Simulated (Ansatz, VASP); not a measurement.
## Re: VASP beside Ansatz

```
Re
1.0
     2.77489    0.00000    0.00000
    -1.38744    2.40312    0.00000
     0.00000    0.00000    4.48413
Re
2
Direct
  0.33333 0.66667 0.25000
  0.66667 0.33333 0.75000
```

Alike in both runs: functional PBE; k mesh 18 × 18 × 10; occupations gaussian, width 0.1 eV; no spin polarisation.

Ansatz relaxed the structure, and its values are those at the end. VASP's run is a single point on that final structure, the one shown.

|  | VASP | Ansatz |
| --- | --- | --- |
| version | VASP 6.6.1 | Ansatz 0.2.0 |
| potentials or method | VASP PAW PBE potentials, release 64 (Re) | scalar-relativistic, plane waves, PAW |
| plane-wave cutoff (eV) | 520 | 420 |
| valence electrons in the cell | 14 | 30 |

VASP gave:

| Property | Result |
| --- | --- |
| gap on the k mesh at the Fermi level (eV) | none |
| pressure (GPa) | -0.5 |

Q: What did Ansatz give for the same quantities?

A: gap on the k mesh at the Fermi level (eV): none; pressure (GPa): 0.0.

A gap of «none» marks a metal or a gap that the smearing closes. With one functional, cell and mesh, what is left measures potentials, basis and numerics. The two sets of potentials don't hold the same shells in valence.

The runs have no spin-orbit coupling, so splittings on Re are missing.
